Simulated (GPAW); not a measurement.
## Conductance along a series: segments of Na in a Bi chain

Aim: how the conductance and the thermopower change along a series of junctions, segments of Na in a Bi chain.

Main program and level: GPAW 26.7.0; GPAW LCAO, PAW setups; Landauer transmission from Green's functions with principal layers (ASE), zero bias.

Most raw output is cut from this account.

**1. Set-up**

The cell holds 9 atoms: 8 Bi and 1 Na. Its edges and angles: a = 9.000 Å, b = 9.000 Å, c = 26.304 Å, α = 90.0°, β = 90.0°, γ = 90.0°. Regions: left lead, 4 atoms (4 Bi); channel, 1 atom (1 Na); right lead, 4 atoms (4 Bi). Vacuum lies along a and b. The structure is stacked along c, and the current runs across the ab planes.

**2. Member of the series, foreign atoms 1**

The structure changes from member to member while basis and functional stay, so that the trend is less open to errors of the level than any single value.

The input, run.py:

```python
import json
import numpy as np
from ase import Atoms
from ase.transport.calculators import TransportCalculator
from gpaw import GPAW, FermiDirac
from gpaw.lcao.tools import get_lcao_hamiltonian
from scipy.linalg import eigh

# The junction with lead layers at both ends, along the third cell vector
device = Atoms(
    ['Bi', 'Bi', 'Bi', 'Bi', 'Na', 'Bi', 'Bi', 'Bi', 'Bi'],
    positions=[
        [4.50000, 4.50000, 1.45000],
        [4.50000, 4.50000, 4.35000],
        [4.50000, 4.50000, 7.25000],
        [4.50000, 4.50000, 10.15000],
        [4.50000, 4.50000, 13.15190],
        [4.50000, 4.50000, 16.15380],
        [4.50000, 4.50000, 19.05380],
        [4.50000, 4.50000, 21.95380],
        [4.50000, 4.50000, 24.85380]],
    cell=[[9.0, 0.0, 0.0], [0.0, 9.0, 0.0], [0.0, 0.0, 26.3038]],
    pbc=True)

# One principal layer of the lead: the first 2 atoms of the device
lead = Atoms(
    ['Bi', 'Bi'],
    positions=[
        [4.50000, 4.50000, 1.45000],
        [4.50000, 4.50000, 4.35000]],
    cell=[[9.0, 0.0, 0.0], [0.0, 9.0, 0.0], [0.0, 0.0, 5.8]],
    pbc=True)

settings = dict(mode='lcao', basis='dzp', xc='PBE', h=0.2,
                occupations=FermiDirac(0.1), maxiter=250,
                mixer=dict(beta=0.1, nmaxold=8, weight=100.0),
                convergence=dict(density=0.0001))
energies = np.arange(-3, 3 + 1e-9, 0.075)
eta = 0.0001
n1, n2 = 1, 1
# k and -k transmit alike, so half of the mesh across the current serves
mesh = [(i, j) for i in range(n1) for j in range(n2) if (i, j) <= (-i % n1, -j % n2)]
weights = np.array([1 if (i, j) == (-i % n1, -j % n2) else 2 for i, j in mesh]) / (n1 * n2)

# [... helper functions left out ...]
fermi_lead = ground_state(lead, (1, 1, 19), 'lead.txt')
fermi_device = ground_state(device, (1, 1, 3), 'device.txt')
# [... loop over the mesh left out, but for ...]
        # Shift the lead onto the potential of the device's first layer
        shift = ((H[:, 0, 0] - H0[:, 0, 0]) / S0[0, 0]).real.mean()
# [...]
kT = 8.617333e-5 * 300
bias = [0.1, 0.2, 0.5, 1.0, 1.5, 2.0]
# [... integrals and printing left out ...]
```

The run is started by

```console
OMP_NUM_THREADS=1 OPENBLAS_NUM_THREADS=1 python run.py
```

Wall time 32 s (1 thread of Intel Xeon Platinum 8375C at 2.90GHz (Ice Lake), shared host); peak memory 0.9 GiB.

Numbers from this step:

```
conductance                                    : 0.2689 G₀
thermopower                                    : -5.441 μV/K
largest coupling past the next principal layer : 5.83e-6 eV
largest misfit of the first principal layer    : 0.08332 eV
shift that aligns the lead                     : 0.009141 eV
basis functions of the junction                : 201
basis functions of a principal layer           : 46
transmission at the Fermi level (one spin)     : 0.2693
```

One spin. Transmission, zone mean against energy, zero at the Fermi level:

```tsv
energy (eV)	transmission, zone mean
-3.00	0.0145
-2.85	0.0180
-2.70	0.0216
-2.55	0.0253
-2.33	0.0313
-2.17	0.0357
-2.02	0.0404
-1.88	0.0456
-1.73	0.0513
-1.57	0.0577
-1.35	0.0727
-1.20	0.0870
-1.05	0.100
-0.90	0.114
-0.75	0.131
-0.60	0.150
-0.38	0.189
-0.23	0.221
-0.07	0.254
0.00	0.269
0.07	0.284
0.23	0.309
0.38	0.331
0.60	0.365
0.75	0.392
0.90	0.421
1.05	0.454
1.20	0.488
1.35	0.523
1.57	0.571
1.73	0.599
1.88	0.643
2.02	0.702
2.17	0.761
2.33	0.818
2.55	0.897
2.70	0.940
2.85	0.972
3.00	0.992
```

Not self-consistent under bias; the bias window is split evenly. Table of current through one cell, from the zero-bias transmission by bias:

```tsv
bias (V)	current through one cell, from the zero-bias transmission (μA)
0.100	2.08
0.200	4.16
0.500	10.4
1.000	20.4
1.500	30.5
2.000	40.8
```

Transmission of the three most open eigenchannels against energy, zero at the Fermi level:

```tsv
energy (eV)	channel 1	channel 2	channel 3
-3.00	0.0145	2.0e-11	0
-2.85	0.0180	2.0e-11	0
-2.70	0.0216	1.9e-11	0
-2.55	0.0253	1.9e-11	0
-2.33	0.0313	1.9e-11	0
-2.17	0.0357	1.9e-11	0
-2.02	0.0404	1.9e-11	0
-1.88	0.0456	1.9e-11	0
-1.73	0.0513	1.8e-11	0
-1.57	0.0577	1.8e-11	0
-1.35	0.0685	0.00210	0.00210
-1.20	0.0766	0.00519	0.00519
-1.05	0.0857	0.00736	0.00736
-0.90	0.0958	0.00930	0.00930
-0.75	0.107	0.0118	0.0118
-0.60	0.119	0.0156	0.0156
-0.38	0.140	0.0246	0.0246
-0.23	0.156	0.0326	0.0326
-0.07	0.173	0.0404	0.0404
0.00	0.182	0.0435	0.0435
0.07	0.192	0.0459	0.0459
0.23	0.213	0.0480	0.0480
0.38	0.236	0.0475	0.0475
0.60	0.276	0.0448	0.0448
0.75	0.306	0.0430	0.0430
0.90	0.339	0.0413	0.0413
1.05	0.375	0.0394	0.0394
1.20	0.415	0.0366	0.0366
1.35	0.459	0.0319	0.0319
1.57	0.533	0.0192	0.0192
1.73	0.586	0.00650	0.00650
1.88	0.643	4.8e-11	4.8e-11
2.02	0.702	1.3e-11	1.3e-12
2.17	0.761	1.3e-11	0
2.33	0.818	1.2e-11	0
2.55	0.897	1.2e-11	0
2.70	0.940	1.1e-11	0
2.85	0.972	1.1e-11	0
3.00	0.992	1.1e-11	0
```

Couplings past the next layer reach 5.8e-6 eV, small enough to drop; the matrix elements of the cell's first layer differ from the bulk lead's by up to 0.083 eV. That layer keeps its own values in the calculation, and only beyond it is the lead taken as perfect. The Fermi levels of lead and junction count from different zeros of potential, one for each periodic cell; with both set to zero, the small remaining shift is what aligns them. Without spin-orbit coupling, which is large for these atoms, channel counts and T are those of the scalar-relativistic bands. By hand: G = 0.2689 × 77.48 μS = 20.8 μS, a resistance of 48.0 kΩ; at 0.1 V a linear junction would pass 2.08 μA, and the integral over the bias window gives 2.08 μA. Mott's formula, S = -(π²/3)(k_B²T/e) d ln T/dE, has the prefactor 7.33 μV/K·eV at 300 K; T = 0.2537 at -0.075 eV and 0.2837 at 0.075 eV give a slope of 0.745 per eV and S = -5.46 μV/K, beside -5.44 μV/K from the thermal integral, which interpolates the same grid.

**3. Junction, 10 atoms: segment atoms = 2**

System of this step: 2 Na atoms in a Bi chain. The cell holds 10 atoms: 8 Bi and 2 Na. Cell: a = 9.000 Å, b = 9.000 Å, c = 29.604 Å, α = 90.0°, β = 90.0°, γ = 90.0°. Regions: left lead, 4 atoms (4 Bi); channel, 2 atoms (2 Na); right lead, 4 atoms (4 Bi). Vacuum lies along a and b. The structure is stacked along c, and the current runs across the ab planes.

run.py: that of step 2 with these lines changed.

```diff
@@ -10,3 +10,3 @@
 device = Atoms(
-    ['Bi', 'Bi', 'Bi', 'Bi', 'Na', 'Bi', 'Bi', 'Bi', 'Bi'],
+    ['Bi', 'Bi', 'Bi', 'Bi', 'Na', 'Na', 'Bi', 'Bi', 'Bi', 'Bi'],
     positions=[
@@ -17,7 +17,8 @@
         [4.50000, 4.50000, 13.15190],
-        [4.50000, 4.50000, 16.15380],
-        [4.50000, 4.50000, 19.05380],
-        [4.50000, 4.50000, 21.95380],
-        [4.50000, 4.50000, 24.85380]],
-    cell=[[9.0, 0.0, 0.0], [0.0, 9.0, 0.0], [0.0, 0.0, 26.3038]],
+        [4.50000, 4.50000, 16.45190],
+        [4.50000, 4.50000, 19.45380],
+        [4.50000, 4.50000, 22.35380],
+        [4.50000, 4.50000, 25.25380],
+        [4.50000, 4.50000, 28.15380]],
+    cell=[[9.0, 0.0, 0.0], [0.0, 9.0, 0.0], [0.0, 0.0, 29.6038]],
     pbc=True)
```

Elapsed: 41 s, on 1 thread; peak memory 0.99 GiB.

Numbers from this step:

```
conductance                                 : 0.9500 G₀
thermopower                                 : -5.791 μV/K
largest misfit of the first principal layer : 0.09629 eV
shift that aligns the lead                  : 0.003875 eV
basis functions of the junction             : 218
transmission at the Fermi level (one spin)  : 0.9885
```

One spin. Table of transmission, zone mean by energy, zero at the Fermi level:

```tsv
energy (eV)	transmission, zone mean
-3.00	1.1e-4
-2.77	2.0e-4
-2.55	3.3e-4
-2.40	4.7e-4
-2.17	7.8e-4
-1.95	0.00131
-1.73	0.00223
-1.57	0.00324
-1.35	0.00612
-1.12	0.0118
-0.90	0.0238
-0.75	0.0405
-0.53	0.102
-0.30	0.306
-0.07	0.861
0.00	0.988
0.07	0.973
0.30	0.612
0.53	0.404
0.75	0.319
0.90	0.295
1.12	0.287
1.35	0.304
1.57	0.345
1.73	0.386
1.95	0.477
2.17	0.609
2.40	0.779
2.55	0.893
2.77	0.996
2.85	0.998
3.00	0.952
```

Not self-consistent under bias; the bias window is split evenly. Table of current through one cell, from the zero-bias transmission by bias:

```tsv
bias (V)	current through one cell, from the zero-bias transmission (μA)
0.100	7.29
0.200	14.2
0.500	30.4
1.000	45.3
1.500	53.7
2.000	60.1
```

Transmission of the three most open eigenchannels against energy, zero at the Fermi level:

```tsv
energy (eV)	channel 1	channel 2	channel 3
-3.00	1.1e-4	7.8e-12	0
-2.85	1.6e-4	7.6e-12	0
-2.70	2.4e-4	7.5e-12	0
-2.55	3.3e-4	7.3e-12	0
-2.33	5.6e-4	7.2e-12	0
-2.17	7.8e-4	7.1e-12	0
-2.02	0.00110	7.1e-12	0
-1.88	0.00156	7.0e-12	0
-1.73	0.00223	7.0e-12	0
-1.57	0.00324	6.9e-12	0
-1.35	0.00587	1.3e-4	1.3e-4
-1.20	0.00899	2.6e-4	2.6e-4
-1.05	0.0142	2.9e-4	2.9e-4
-0.90	0.0232	2.8e-4	2.8e-4
-0.75	0.0399	2.8e-4	2.8e-4
-0.60	0.0729	2.8e-4	2.8e-4
-0.38	0.208	2.8e-4	2.8e-4
-0.23	0.452	2.6e-4	2.6e-4
-0.07	0.860	2.0e-4	2.0e-4
0.00	0.988	1.6e-4	1.6e-4
0.07	0.973	1.2e-4	1.2e-4
0.23	0.728	5.1e-5	5.1e-5
0.38	0.522	8.4e-6	8.4e-6
0.60	0.367	1.3e-5	1.3e-5
0.75	0.319	6.5e-5	6.5e-5
0.90	0.295	1.6e-4	1.6e-4
1.05	0.286	3.1e-4	3.1e-4
1.20	0.289	5.1e-4	5.1e-4
1.35	0.303	7.4e-4	7.4e-4
1.57	0.343	9.0e-4	9.0e-4
1.73	0.385	4.6e-4	4.6e-4
1.88	0.442	5.4e-12	5.4e-12
2.02	0.516	5.0e-12	0
2.17	0.609	4.9e-12	0
2.33	0.720	4.8e-12	0
2.55	0.893	4.6e-12	0
2.70	0.975	4.5e-12	0
2.85	0.998	4.4e-12	0
3.00	0.952	4.3e-12	0
```

The conductance, 0.950 G₀, lies 253 % above that of the member before.

**4. Member of the series, 11 atoms: segment atoms = 3**

System of this step: 3 Na atoms in a Bi chain. The cell holds 11 atoms: 8 Bi and 3 Na. Its edges and angles: a = 9.000 Å, b = 9.000 Å, c = 32.904 Å, α = 90.0°, β = 90.0°, γ = 90.0°. Regions: left lead, 4 atoms (4 Bi); channel, 3 atoms (3 Na); right lead, 4 atoms (4 Bi). Vacuum lies along a and b. The structure is stacked along c, and the current runs across the ab planes.

run.py: that of step 3 with these lines changed.

```diff
@@ -10,3 +10,3 @@
 device = Atoms(
-    ['Bi', 'Bi', 'Bi', 'Bi', 'Na', 'Na', 'Bi', 'Bi', 'Bi', 'Bi'],
+    ['Bi', 'Bi', 'Bi', 'Bi', 'Na', 'Na', 'Na', 'Bi', 'Bi', 'Bi', 'Bi'],
     positions=[
@@ -18,7 +18,8 @@
         [4.50000, 4.50000, 16.45190],
-        [4.50000, 4.50000, 19.45380],
-        [4.50000, 4.50000, 22.35380],
-        [4.50000, 4.50000, 25.25380],
-        [4.50000, 4.50000, 28.15380]],
-    cell=[[9.0, 0.0, 0.0], [0.0, 9.0, 0.0], [0.0, 0.0, 29.6038]],
+        [4.50000, 4.50000, 19.75190],
+        [4.50000, 4.50000, 22.75380],
+        [4.50000, 4.50000, 25.65380],
+        [4.50000, 4.50000, 28.55380],
+        [4.50000, 4.50000, 31.45380]],
+    cell=[[9.0, 0.0, 0.0], [0.0, 9.0, 0.0], [0.0, 0.0, 32.9038]],
     pbc=True)
```

It took 48 s on 1 thread; peak memory 1.1 GiB.

One spin. Transmission, zone mean against energy, zero at the Fermi level:

```tsv
energy (eV)	transmission, zone mean
-3.00	2.7e-7
-2.77	9.5e-7
-2.55	2.6e-6
-2.40	4.7e-6
-2.17	1.1e-5
-1.95	2.6e-5
-1.73	6.4e-5
-1.57	1.2e-4
-1.35	4.7e-4
-1.12	0.00141
-0.90	0.00482
-0.75	0.0143
-0.53	0.152
-0.38	0.983
-0.30	0.729
-0.07	0.259
0.00	0.240
0.07	0.242
0.30	0.352
0.53	0.705
0.75	0.987
0.90	0.754
1.12	0.442
1.35	0.312
1.57	0.267
1.73	0.264
1.95	0.289
2.17	0.354
2.40	0.474
2.55	0.592
2.77	0.808
3.00	0.970
```

The conductance, 0.246 G₀, lies 74 % below that of the member before.

**5. Member of the series, 12 atoms: segment atoms = 4**

System of this step: 4 Na atoms in a Bi chain. The cell holds 12 atoms: 8 Bi and 4 Na. Cell: a = 9.000 Å, b = 9.000 Å, c = 36.204 Å, α = 90.0°, β = 90.0°, γ = 90.0°. Regions: left lead, 4 atoms (4 Bi); channel, 4 atoms (4 Na); right lead, 4 atoms (4 Bi). Vacuum lies along a and b. The structure is stacked along c, and the current runs across the ab planes.

run.py: that of step 4 with these lines changed.

```diff
@@ -10,3 +10,3 @@
 device = Atoms(
-    ['Bi', 'Bi', 'Bi', 'Bi', 'Na', 'Na', 'Na', 'Bi', 'Bi', 'Bi', 'Bi'],
+    ['Bi', 'Bi', 'Bi', 'Bi', 'Na', 'Na', 'Na', 'Na', 'Bi', 'Bi', 'Bi', 'Bi'],
     positions=[
@@ -19,7 +19,8 @@
         [4.50000, 4.50000, 19.75190],
-        [4.50000, 4.50000, 22.75380],
-        [4.50000, 4.50000, 25.65380],
-        [4.50000, 4.50000, 28.55380],
-        [4.50000, 4.50000, 31.45380]],
-    cell=[[9.0, 0.0, 0.0], [0.0, 9.0, 0.0], [0.0, 0.0, 32.9038]],
+        [4.50000, 4.50000, 23.05190],
+        [4.50000, 4.50000, 26.05380],
+        [4.50000, 4.50000, 28.95380],
+        [4.50000, 4.50000, 31.85380],
+        [4.50000, 4.50000, 34.75380]],
+    cell=[[9.0, 0.0, 0.0], [0.0, 9.0, 0.0], [0.0, 0.0, 36.2038]],
     pbc=True)
@@ -48,3 +49,3 @@
 fermi_lead = ground_state(lead, (1, 1, 19), 'lead.txt')
-fermi_device = ground_state(device, (1, 1, 3), 'device.txt')
+fermi_device = ground_state(device, (1, 1, 2), 'device.txt')
 # [... loop over the mesh left out, but for ...]
```

It took 54 s on 1 thread; peak memory 1.2 GiB.

One spin. Transmission, zone mean against energy, zero at the Fermi level:

```tsv
energy (eV)	transmission, zone mean
-3.0000	8.2e-8
-2.7750	7.2e-8
-2.4750	4.9e-8
-2.2500	2.1e-8
-2.0250	0
-1.7250	3.8e-7
-1.5000	3.5e-6
-1.2750	1.1e-4
-0.9750	6.7e-4
-0.7500	0.0120
-0.5250	0.544
-0.2250	0.242
0.0000	0.976
0.2250	0.416
0.5250	0.252
0.7500	0.365
0.9750	0.782
1.1250	0.993
1.2750	0.705
1.5000	0.355
1.7250	0.242
2.0250	0.224
2.2500	0.277
2.4750	0.412
2.7750	0.785
3.0000	0.994
```

The conductance, 0.870 G₀, lies 253 % above that of the member before.

**6. Junction, 13 atoms: segment atoms = 5**

System of this step: 5 Na atoms in a Bi chain. The cell holds 13 atoms: 8 Bi and 5 Na. Cell: a = 9.000 Å, b = 9.000 Å, c = 39.504 Å, α = 90.0°, β = 90.0°, γ = 90.0°. Regions: left lead, 4 atoms (4 Bi); channel, 5 atoms (5 Na); right lead, 4 atoms (4 Bi). Vacuum lies along a and b. The structure is stacked along c, and the current runs across the ab planes.

run.py: that of step 5 with these lines changed.

```diff
@@ -10,3 +10,3 @@
 device = Atoms(
-    ['Bi', 'Bi', 'Bi', 'Bi', 'Na', 'Na', 'Na', 'Na', 'Bi', 'Bi', 'Bi', 'Bi'],
+    ['Bi', 'Bi', 'Bi', 'Bi', 'Na', 'Na', 'Na', 'Na', 'Na', 'Bi', 'Bi', 'Bi', 'Bi'],
     positions=[
@@ -20,7 +20,8 @@
         [4.50000, 4.50000, 23.05190],
-        [4.50000, 4.50000, 26.05380],
-        [4.50000, 4.50000, 28.95380],
-        [4.50000, 4.50000, 31.85380],
-        [4.50000, 4.50000, 34.75380]],
-    cell=[[9.0, 0.0, 0.0], [0.0, 9.0, 0.0], [0.0, 0.0, 36.2038]],
+        [4.50000, 4.50000, 26.35190],
+        [4.50000, 4.50000, 29.35380],
+        [4.50000, 4.50000, 32.25380],
+        [4.50000, 4.50000, 35.15380],
+        [4.50000, 4.50000, 38.05380]],
+    cell=[[9.0, 0.0, 0.0], [0.0, 9.0, 0.0], [0.0, 0.0, 39.5038]],
     pbc=True)
```

Wall time 57 s (1 thread); peak memory 1.3 GiB.

One spin. Table of transmission, zone mean by energy, zero at the Fermi level:

```tsv
energy (eV)	transmission, zone mean
-3.00	1.2e-7
-2.85	1.4e-7
-2.70	1.6e-7
-2.55	1.9e-7
-2.33	2.6e-7
-2.17	3.3e-7
-2.02	4.3e-7
-1.88	5.7e-7
-1.73	7.4e-7
-1.57	8.7e-7
-1.35	1.9e-5
-1.20	4.0e-5
-1.05	5.9e-5
-0.90	3.5e-4
-0.75	0.0140
-0.68	0.611
-0.60	0.163
-0.38	0.336
-0.30	0.896
-0.23	0.736
-0.07	0.256
0.00	0.225
0.07	0.240
0.23	0.438
0.38	0.969
0.60	0.455
0.75	0.299
0.90	0.289
1.05	0.392
1.20	0.692
1.35	0.997
1.57	0.455
1.73	0.268
1.88	0.195
2.02	0.170
2.17	0.173
2.33	0.199
2.55	0.307
2.70	0.455
2.85	0.675
3.00	0.884
```

The conductance, 0.238 G₀, lies 73 % below that of the member before.

**7. Member of the series, 14 atoms: segment atoms = 6**

System of this step: 6 Na atoms in a Bi chain. The cell holds 14 atoms: 8 Bi and 6 Na. Cell: a = 9.000 Å, b = 9.000 Å, c = 42.804 Å, α = 90.0°, β = 90.0°, γ = 90.0°. Regions: left lead, 4 atoms (4 Bi); channel, 6 atoms (6 Na); right lead, 4 atoms (4 Bi). Vacuum lies along a and b. The structure is stacked along c, and the current runs across the ab planes.

run.py: that of step 6 with these lines changed.

```diff
@@ -10,3 +10,3 @@
 device = Atoms(
-    ['Bi', 'Bi', 'Bi', 'Bi', 'Na', 'Na', 'Na', 'Na', 'Na', 'Bi', 'Bi', 'Bi', 'Bi'],
+    ['Bi', 'Bi', 'Bi', 'Bi', 'Na', 'Na', 'Na', 'Na', 'Na', 'Na', 'Bi', 'Bi', 'Bi', 'Bi'],
     positions=[
@@ -21,7 +21,8 @@
         [4.50000, 4.50000, 26.35190],
-        [4.50000, 4.50000, 29.35380],
-        [4.50000, 4.50000, 32.25380],
-        [4.50000, 4.50000, 35.15380],
-        [4.50000, 4.50000, 38.05380]],
-    cell=[[9.0, 0.0, 0.0], [0.0, 9.0, 0.0], [0.0, 0.0, 39.5038]],
+        [4.50000, 4.50000, 29.65190],
+        [4.50000, 4.50000, 32.65380],
+        [4.50000, 4.50000, 35.55380],
+        [4.50000, 4.50000, 38.45380],
+        [4.50000, 4.50000, 41.35380]],
+    cell=[[9.0, 0.0, 0.0], [0.0, 9.0, 0.0], [0.0, 0.0, 42.8038]],
     pbc=True)
```

It took 79 s on 1 thread; peak memory 1.4 GiB.

(Part 1 of 2 ends here.)

[Logs are printed without paths, hosts, clocks, repeated set-up lines and the standing remarks that a program may print on its own settings, such as how far it seeks lower states.]

[Hosts, paths, dates, database ids (printed as entryN), source tags and the programs' standing remarks are cut or masked in the printed files.]
